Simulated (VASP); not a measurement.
# CdSe (F-43m) in VASP: further runs, part 2 of 2

VASP 6.6.1. The steps go on from the part before.

## 3. Relaxation of cell and atoms, PBE

This run uses another cell than the first one, of 28.94 Å³/atom, 0.973 times its volume.

Input file INCAR:

```
SYSTEM = CdSe
  PREC = Accurate
  ENCUT = 600
  EDIFF = 1E-7
  ISMEAR = 0
  SIGMA = 0.02
  LREAL = .FALSE.
  LASPH = .TRUE.
  NELM = 80
  ALGO = Normal
  ISIF = 3
  LWAVE = .FALSE.
  LCHARG = .FALSE.
  GGA = PE
  IBRION = 2
  NSW = 100
  EDIFFG = -0.01
```

Input file KPOINTS:

```
regular mesh
0
G
  10 10 10
  0 0 0
```

Input file POSCAR:

```
CdSe
1.0
    0.0000000000      3.0702712500      3.0702712500
    3.0702712500      0.0000000000      3.0702712500
    3.0702712500      3.0702712500      0.0000000000
Cd Se
1 1
Direct
    0.0000000000      0.0000000000      0.0000000000
    0.7500000000      0.7500000000      0.7500000000
```

Potentials or basis: VASP PAW PBE potentials, release 64 (Cd, Se).

Run with:

```
$ cat potpaw_PBE.64/Cd/POTCAR potpaw_PBE.64/Se/POTCAR > POTCAR
$ mpirun -np 1 vasp_std > vasp.out
```

OUTCAR:

```text
SYSTEM = CdSe
   PREC = Accurate
   ENCUT = 600
   EDIFF = 1E-7
   ISMEAR = 0
   LREAL = .FALSE.
   LASPH = .TRUE.
   NELM = 80
   ISIF = 3
   GGA = PE
   IBRION = 2
   NSW = 100
   EDIFFG = -0.01

 ion  position               nearest neighbor table
   1  0.000  0.000  0.000-   2 2.66   2 2.66   2 2.66   2 2.66
   2  0.750  0.750  0.750-   1 2.66   1 2.66   1 2.66   1 2.66

  LATTYP: Found a face centered cubic cell.
 ALAT       =     6.1405425000

  Lattice vectors:

 A1 = (   0.0000000000,   3.0702712500,   3.0702712500)
 A2 = (   3.0702712500,   0.0000000000,   3.0702712500)
 A3 = (   3.0702712500,   3.0702712500,   0.0000000000)

Analysis of symmetry for initial positions (statically):
=====================================================================
 Subroutine PRICEL returns:
 Original cell was already a primitive cell.

 Routine SETGRP: Setting up the symmetry group for a
 face centered cubic supercell.

 Subroutine GETGRP returns: Found 24 space group operations
 (whereof 24 operations were pure point group operations)
 out of a pool of 48 trial point group operations.

The static configuration has the point symmetry T_d .

Analysis of symmetry for dynamics (positions and initial velocities):
=====================================================================
 Subroutine PRICEL returns:
 Original cell was already a primitive cell.

 Routine SETGRP: Setting up the symmetry group for a
 face centered cubic supercell.

 Subroutine GETGRP returns: Found 24 space group operations
 (whereof 24 operations were pure point group operations)
 out of a pool of 48 trial point group operations.

The dynamic configuration has the point symmetry T_d .

 Subroutine INISYM returns: Found 24 space group operations
 (whereof 24 operations are pure point group operations),
 and found     1 'primitive' translations

[... 129 lines left out ...]
  volume of cell :       57.88
 maximum number of plane-waves:      1964
   NGX = 17   NGY = 17   NGZ = 17

--------------------------------------- Ionic step        1  -------------------------------------------

 number of electron      17.9999997 magnetization

 Free energy of the ion-electron system (eV)
  ---------------------------------------------------
  ext. energy  EPLUGINS =         0.00000000
  ---------------------------------------------------
  free energy    TOTEN  =        -5.49078767 eV

  energy without entropy =       -5.49078767  energy(sigma->0) =       -5.49078767

------------------------ aborting loop because EDIFF is reached ----------------------------------------

  FORCE on cell =-STRESS in cart. coord.  units (eV):
  Direction    XX          YY          ZZ          XY          YZ          ZX
  --------------------------------------------------------------------------------------
  -------------------------------------------------------------------------------------
  Total        0.5498513      0.5498513      0.5498513      0.0000000      0.0000000      0.0000000
  in kB       15.2193326     15.2193326     15.2193326      0.0000000      0.0000000      0.0000000
  external PRESSURE =      15.2193326 kB  Pullay stress =       0.0000000 kB
[... 59 lines left out ...]
--------------------------------------- Ionic step        3  -------------------------------------------

 number of electron      18.0000000 magnetization

 Free energy of the ion-electron system (eV)
  ---------------------------------------------------
  ext. energy  EPLUGINS =         0.00000000
  ---------------------------------------------------
  free energy    TOTEN  =        -5.49935256 eV

  energy without entropy =       -5.49935256  energy(sigma->0) =       -5.49935256

 E-fermi :   0.5831     XC(G=0):  -8.6148

 val. band max:        0.4817698592   @ k =   0.0000   0.0000   0.0000
 cond. band min:       0.9660064652   @ k =   0.0000   0.0000   0.0000
 fundamental gap:      0.4842366060
 Fermi energy:         0.5830853612

 k-point     1 :       0.0000    0.0000    0.0000
  band No.  band energies     occupation
      1     -11.7926      2.00000
      2      -7.2687      2.00000
      3      -7.2687      2.00000
      4      -7.2687      2.00000
      5      -6.9554      2.00000
      6      -6.9554      2.00000
      7       0.4818      2.00000
      8       0.4818      2.00000
      9       0.4818      2.00000
     10       0.9660      0.00000
     11       6.4095      0.00000
     12       6.4095      0.00000
     13       6.4095      0.00000
[... 354 lines left out ...]
  band No.  band energies     occupation
      1     -11.4520      2.00000
      2      -7.1244      2.00000
      3      -7.1056      2.00000
      4      -7.0597      2.00000
      5      -6.9184      2.00000
      6      -6.8045      2.00000
      7      -2.8303      2.00000
      8      -0.9937      2.00000
      9      -0.8454      2.00000
     10       4.0735      0.00000
     11       4.4894      0.00000
     12       7.9504      0.00000
     13       8.8994      0.00000

 [... further k-points ...]
[... 5 lines left out ...]
  --------------------------------------------------------------------------------------
  -------------------------------------------------------------------------------------
  Total        0.0017115      0.0017115      0.0017115      0.0000000      0.0000000      0.0000000
  in kB        0.0458994      0.0458994      0.0458994      0.0000000      0.0000000      0.0000000
  external PRESSURE =       0.0458994 kB  Pullay stress =       0.0000000 kB
[... 17 lines left out ...]
  FREE ENERGIE OF THE ION-ELECTRON SYSTEM (eV)
  ---------------------------------------------------
  free  energy   TOTEN  =        -5.4993525598 eV

  energy  without entropy=       -5.4993525598  energy(sigma->0) =       -5.49935256

 reached required accuracy - stopping structural energy minimisation
```

Run time: 40 s. Hardware: 1 thread of Intel Xeon 6975P-C (Granite Rapids), shared host; peak memory 0.24 GiB.

Results:

| Item | Value |
| --- | --- |
| Free energy | -5.4994 eV |
| Relaxed volume | 29.87 Å³/atom |
| Relaxed cell | a = 4.388 Å, b = 4.388 Å, c = 4.388 Å, α = 60.00°, β = 60.00°, γ = 60.00° |
| Space group after relaxing (to 0.05 Å) | F-43m (No. 216) |
| Energy gained by relaxing | 4.3 meV/atom |
| Ionic steps | 3 |
| Pressure after relaxing | 0.0 GPa |
| Band gap on the k mesh | 0.48 eV, direct |

Step by step:
```
step  energy change (eV)  largest force (eV/Å)  pressure (GPa)  volume (Å³)
   1              0.0000                0.0000            1.52        57.88
   2             -0.0080                0.0000           -0.35        60.22
   3             -0.0086                0.0000            0.00        59.74
```

Final structure:
```
Cd Se
1.0
     0.00000    3.10276    3.10276
     3.10276    0.00000    3.10276
     3.10276    3.10276    0.00000
Cd Se
1 1
Direct
  0.00000 0.00000 0.00000
  0.75000 0.75000 0.75000
```

Levels at points of the mesh, in eV from the valence-band top:
```csv
k point,band 7,band 8,band 9,band 10,band 11,band 12
"(0.00, 0.00, 0.00)",0.00,0.00,0.00,0.48,5.93,5.93
"(0.50, 0.00, 0.00)",-4.05,-0.67,-0.67,2.31,6.42,6.42
"(0.50, 0.50, 0.00)",-3.81,-1.66,-1.66,3.25,3.69,8.84
```

A hybrid or GW would open this gap; PBE tends to underestimate it.

## 4. Single point, PBE

This run uses another cell than the first one, of 28.94 Å³/atom, 0.973 times its volume.

Input file INCAR:

```
SYSTEM = CdSe
ALGO = Normal ; EDIFF = 1E-6
ENCUT = 520 ; GGA = PE
ISIF = 2 ; ISMEAR = 0
LASPH = .TRUE. ; LCHARG = .FALSE.
LREAL = .FALSE. ; LWAVE = .FALSE.
NBANDS = 16 ; NELM = 80
PREC = Accurate ; SIGMA = 0.1
```

Input file KPOINTS:

```
k-points
0
G
  6 6 6
  0 0 0
```

POSCAR is that of step 3.

Run with:

```
$ cat potpaw_PBE.64/Cd/POTCAR potpaw_PBE.64/Se/POTCAR > POTCAR
$ mpirun -np 1 vasp_std > vasp.out
```

Run time: 5.3 s. Hardware: 1 thread of Intel Xeon 6975P-C (Granite Rapids), shared host; peak memory 0.18 GiB.

The run converged. Its results:

```yaml
Free_energy: -5.4865 eV
Pressure: 1.6 GPa
Band_gap_on_the_k_mesh: 0.55 eV, direct
```

Levels at points of the mesh, in eV from the valence-band top:
| k point | band 6 | band 7 | band 8 | band 9 | band 10 | band 11 | band 12 | band 13 |
| --- | --- | --- | --- | --- | --- | --- | --- | --- |
| (0.00, 0.00, 0.00) | -7.50 | 0.00 | 0.00 | 0.00 | 0.55 | 5.93 | 5.93 | 5.93 |
| (0.50, 0.00, 0.00) | -7.23 | -4.23 | -0.71 | -0.71 | 2.35 | 6.43 | 6.43 | 7.34 |
| (0.50, 0.50, 0.00) | -7.17 | -3.95 | -1.76 | -1.76 | 3.19 | 3.73 | 8.98 | 10.05 |

## 5. The runs side by side

```csv
task,cell,k mesh,cutoff (eV),smearing,gap on the mesh (eV),pressure (GPa)
single point,"F-43m, 29.75 Å³/atom",10 × 10 × 10,520,gaussian 0.02 eV,0.49,0.2
relaxation of cell and atoms,relaxed,10 × 10 × 10,600,gaussian 0.02 eV,0.48,0.0
single point,"F-43m, 28.94 Å³/atom",6 × 6 × 6,520,gaussian 0.1 eV,0.55,1.6
```

Alike in all rows: level PBE; potentials or basis VASP PAW PBE potentials, release 64 (Cd, Se); no spin polarisation.

Absolute energies hang on the potentials; compare differences alone.
